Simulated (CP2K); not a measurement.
Runs of CP2K 2026.2 on Tl. It takes space group P6_3/mmc (No. 194, hexagonal). The conventional cell has a = 3.456 Å, b = 3.456 Å, c = 5.525 Å, α = 90.00°, β = 90.00°, γ = 120.00°. Around Tl (site symmetry -6m2) lie 12 Tl at 3.41 to 3.46 Å. 

```tsv
task	level	potentials or basis	smearing	potentials	points a segment of the path (NPOINTS)	bands added on the path	D3 from the s-dftd3 library (D3_REFERENCE_CODE)	cutoff radius of the dispersion sum (A)	gap on the mesh (eV)	pressure (GPa)
single point	LDA	GTH_POTENTIALS Tl GTH-PADE-q13; TZVP-MOLOPT-PBE-GTH basis	gaussian 0.1 eV	Tl GTH-PADE-q13 of GTH_POTENTIALS	-	-	-	-	none	(a)
band structure	revPBE	POTENTIAL_UZH Tl GTH-PBE-q13; TZVP-MOLOPT-PBE-GTH basis	methfessel-paxton 0.2 eV	Tl GTH-PBE-q13 of POTENTIAL_UZH	6	6	-	-	none	4.8
band structure	PBE+D3(BJ)	POTENTIAL_UZH Tl GTH-PBE-q13; TZVP-MOLOPT-PBE-GTH basis	methfessel-paxton 0.2 eV	Tl GTH-PBE-q13 of POTENTIAL_UZH	8	6	yes	20	none	1.6
single point	PBEsol	POTENTIAL_UZH Tl GTH-PBE-q13; TZVP-MOLOPT-PBE-GTH basis	gaussian 0.02 eV	Tl GTH-PBE-q13 of POTENTIAL_UZH	-	-	-	-	none	0.5
```

Alike in all rows: no spin polarisation; cell as given; k mesh 9 × 9 × 5.

**Question.** Fill in the values left out.

**Answer.** (a) -1.4.

Caveats: the basis of atomic orbitals isn't converged, which shifts pressures, moduli and gaps; the potentials were made for another functional, which shifts forces and pressure (some runs); spin-orbit coupling is left out, which moves the levels of the heavy elements (some runs); pairwise dispersion overbinds metals, which lowers pressure and volume (some runs).

A k mesh can miss the band edges, and the runs leave out spin-orbit coupling on Tl.

A gap of «none» marks a metal or a gap under the smearing width.
